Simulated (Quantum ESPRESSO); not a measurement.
A run of Quantum ESPRESSO 7.5:

Contents of pw.in:

```
&CONTROL
  calculation = 'scf'
  prefix = 'pwscf'
  outdir = './tmp'
  pseudo_dir = './pseudo'
  tprnfor = .true.
  tstress = .true.
  disk_io = 'low'
/
&SYSTEM
  ibrav = 0
  nat = 2
  ntyp = 2
  ecutwfc = 84
  nbnd = 9
  input_dft = 'pw91'
  occupations = 'smearing'
  smearing = 'fd'
  degauss = 0.00367493
/
&ELECTRONS
  conv_thr = 4d-10
  electron_maxstep = 120
  mixing_beta = 0.5
/
ATOMIC_SPECIES
N     14.0070 N.upf
B     10.8100 B.upf
CELL_PARAMETERS angstrom
   0.0000000000    1.8130010000    1.8130010000
   1.8130010000    0.0000000000    1.8130010000
   1.8130010000    1.8130010000    0.0000000000
ATOMIC_POSITIONS crystal
N      0.2500000000    0.2500000000    0.2500000000
B      0.0000000000    0.0000000000    0.0000000000
K_POINTS automatic
7 7 7 0 0 0
```

relax.in

```
&CONTROL
  calculation = 'vc-relax'
  prefix = 'pwscf'
  outdir = './tmp'
  pseudo_dir = './pseudo'
  tprnfor = .true.
  tstress = .true.
  disk_io = 'low'
  nstep = 40
  forc_conv_thr = 0.0001
  etot_conv_thr = 1d-06
/
&SYSTEM
  ibrav = 0
  nat = 2
  ntyp = 2
  ecutwfc = 84
  nbnd = 9
  input_dft = 'pw91'
  occupations = 'smearing'
  smearing = 'fd'
  degauss = 0.00367493
/
&ELECTRONS
  conv_thr = 4d-10
  electron_maxstep = 120
  mixing_beta = 0.5
/
&IONS
  ion_dynamics = 'bfgs'
/
&CELL
  cell_dynamics = 'bfgs'
  press = 0
  press_conv_thr = 0.2
/
ATOMIC_SPECIES
N     14.0070 N.upf
B     10.8100 B.upf
CELL_PARAMETERS angstrom
   0.0000000000    1.8130010000    1.8130010000
   1.8130010000    0.0000000000    1.8130010000
   1.8130010000    1.8130010000    0.0000000000
ATOMIC_POSITIONS crystal
N      0.2500000000    0.2500000000    0.2500000000
B      0.0000000000    0.0000000000    0.0000000000
K_POINTS automatic
7 7 7 0 0 0
```

The input scf2.in:

```
&CONTROL
  calculation = 'scf'
  prefix = 'pwscf'
  outdir = './tmp'
  pseudo_dir = './pseudo'
  tprnfor = .true.
  tstress = .true.
  disk_io = 'low'
/
&SYSTEM
  ibrav = 0
  nat = 2
  ntyp = 2
  ecutwfc = 84
  nbnd = 9
  input_dft = 'pw91'
  occupations = 'fixed'
/
&ELECTRONS
  conv_thr = 1d-11
  electron_maxstep = 120
  mixing_beta = 0.5
  startingpot = 'file'
  startingwfc = 'file'
/
ATOMIC_SPECIES
N     14.0070 N.upf
B     10.8100 B.upf
CELL_PARAMETERS angstrom
   0.0000000000    1.8126054008    1.8126054008
   1.8126054008    0.0000000000    1.8126054008
   1.8126054008    1.8126054008    0.0000000000
ATOMIC_POSITIONS crystal
N      0.2500000000    0.2500000000    0.2500000000
B      0.0000000000    0.0000000000    0.0000000000
K_POINTS automatic
7 7 7 0 0 0
```

Contents of berry1.in:

```
&CONTROL
  calculation = 'nscf'
  prefix = 'pwscf'
  outdir = './tmp'
  pseudo_dir = './pseudo'
  disk_io = 'low'
  lberry = .true.
  gdir = 1
  nppstr = 14
/
&SYSTEM
  ibrav = 0
  nat = 2
  ntyp = 2
  ecutwfc = 84
  input_dft = 'pw91'
  occupations = 'fixed'
  nosym = .true.
/
&ELECTRONS
  conv_thr = 1d-09
  electron_maxstep = 120
  mixing_beta = 0.5
  diago_david_ndim = 4
  startingwfc = 'random'
/
ATOMIC_SPECIES
N     14.0070 N.upf
B     10.8100 B.upf
CELL_PARAMETERS angstrom
   0.0000000000    1.8126054008    1.8126054008
   1.8126054008    0.0000000000    1.8126054008
   1.8126054008    1.8126054008    0.0000000000
ATOMIC_POSITIONS crystal
N      0.2500000000    0.2500000000    0.2500000000
B      0.0000000000    0.0000000000    0.0000000000
K_POINTS automatic
14 7 7 0 0 0
```

berry2.in

```
&CONTROL
  calculation = 'nscf'
  prefix = 'pwscf'
  outdir = './tmp'
  pseudo_dir = './pseudo'
  disk_io = 'low'
  lberry = .true.
  gdir = 2
  nppstr = 14
/
&SYSTEM
  ibrav = 0
  nat = 2
  ntyp = 2
  ecutwfc = 84
  input_dft = 'pw91'
  occupations = 'fixed'
  nosym = .true.
/
&ELECTRONS
  conv_thr = 1d-09
  electron_maxstep = 120
  mixing_beta = 0.5
  diago_david_ndim = 4
  startingwfc = 'random'
/
ATOMIC_SPECIES
N     14.0070 N.upf
B     10.8100 B.upf
CELL_PARAMETERS angstrom
   0.0000000000    1.8126054008    1.8126054008
   1.8126054008    0.0000000000    1.8126054008
   1.8126054008    1.8126054008    0.0000000000
ATOMIC_POSITIONS crystal
N      0.2500000000    0.2500000000    0.2500000000
B      0.0000000000    0.0000000000    0.0000000000
K_POINTS automatic
7 14 7 0 0 0
```

The input berry3.in:

```
&CONTROL
  calculation = 'nscf'
  prefix = 'pwscf'
  outdir = './tmp'
  pseudo_dir = './pseudo'
  disk_io = 'low'
  lberry = .true.
  gdir = 3
  nppstr = 14
/
&SYSTEM
  ibrav = 0
  nat = 2
  ntyp = 2
  ecutwfc = 84
  input_dft = 'pw91'
  occupations = 'fixed'
  nosym = .true.
/
&ELECTRONS
  conv_thr = 1d-09
  electron_maxstep = 120
  mixing_beta = 0.5
  diago_david_ndim = 4
  startingwfc = 'random'
/
ATOMIC_SPECIES
N     14.0070 N.upf
B     10.8100 B.upf
CELL_PARAMETERS angstrom
   0.0000000000    1.8126054008    1.8126054008
   1.8126054008    0.0000000000    1.8126054008
   1.8126054008    1.8126054008    0.0000000000
ATOMIC_POSITIONS crystal
N      0.2500000000    0.2500000000    0.2500000000
B      0.0000000000    0.0000000000    0.0000000000
K_POINTS automatic
7 7 14 0 0 0
```

Potentials or basis: PseudoDojo 0.4 SR PBE stringent.

The run is started by

```console
$ OMP_NUM_THREADS=1 pw.x -in pw.in > pw.out
$ OMP_NUM_THREADS=1 pw.x -in relax.in > relax.out
$ OMP_NUM_THREADS=1 pw.x -in scf2.in > scf2.out
$ OMP_NUM_THREADS=1 pw.x -in berry1.in > berry1.out
$ OMP_NUM_THREADS=1 pw.x -in berry2.in > berry2.out
$ OMP_NUM_THREADS=1 pw.x -in berry3.in > berry3.out
```

Hardware: 1 thread of Intel(R) Xeon(R) 6975P-C (Granite Rapids) (shared host).

How long does it take, and how much memory?

Run time: 29 s on 1 thread of Intel(R) Xeon(R) 6975P-C (Granite Rapids) (shared host), peak memory 0.05 GiB. Counts: scf iterations 36, k pools 1, bands 9, ion steps 3, k points 20, g dense 8363.
